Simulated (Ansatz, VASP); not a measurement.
**One calculation of W, two programs**

Contents of INCAR:

```
SYSTEM = W
PREC = Accurate ; ENCUT = 520
EDIFF = 1E-6 ; ISMEAR = -1
SIGMA = 0.05 ; LREAL = .FALSE.
LASPH = .TRUE. ; NELM = 80
ALGO = Normal ; ISIF = 2
LWAVE = .FALSE. ; LCHARG = .FALSE.
GGA = CA ; NBANDS = 13
```

File KPOINTS:

```
Automatic mesh
0
G
  14 14 14
  0 0 0
```

POSCAR

```
W
1.0
    0.0000000000      2.0467776204      2.0467776204
    2.0467776204      0.0000000000      2.0467776204
    2.0467776204      2.0467776204      0.0000000000
W
1
Direct
    0.0000000000      0.0000000000      0.0000000000
```

Input for Ansatz:

```yaml
crystal:
  lattice:
    - [0.0, 2.0467776204, 2.0467776204]
    - [2.0467776204, 0.0, 2.0467776204]
    - [2.0467776204, 2.0467776204, 0.0]
  atoms:
    - { symbol: W, position: [0.0, 0.0, 0.0] }
kpoints:
  mp_grid: { grid: [14, 14, 14] }
scf:
  occupations: { method: fermi_dirac, width: 0.05 }
hamiltonian:
  xc: lda
  pseudopotentials: { kind: all_electron, lapw: { basis_error: 0.00025 } }
output:
  forces: true
  stress: true
  eigenvalues: true
```

Change from the starting cell: volume scaled by 1.025.

Alike in both runs: task single point; functional LDA; k mesh 14 × 14 × 14; occupations fermi-dirac, width 0.05 eV; no spin polarisation.

|  | VASP | Ansatz |
| --- | --- | --- |
| version | VASP 6.6.1 | Ansatz 0.2.0 |
| potentials or method | VASP PAW LDA potentials, release 64 (W_sv) | all-electron LAPW, scalar-relativistic |
| plane-wave cutoff (eV) | 520 | see its input |

VASP gave:

| Quantity | Value |
| --- | --- |
| pressure (GPa) | -22.1 |

Q: Which values does Ansatz return?

A: Pressure (GPa): -23.2.

Ansatz ran all-electron here, so the differences hold the error of VASP's frozen core and of both bases.

Caveats: so large a pressure means that the cell lies far from this level's equilibrium, or that cutoff or potentials fall short (VASP). Spin-orbit coupling is left out, which matters for the levels of W.
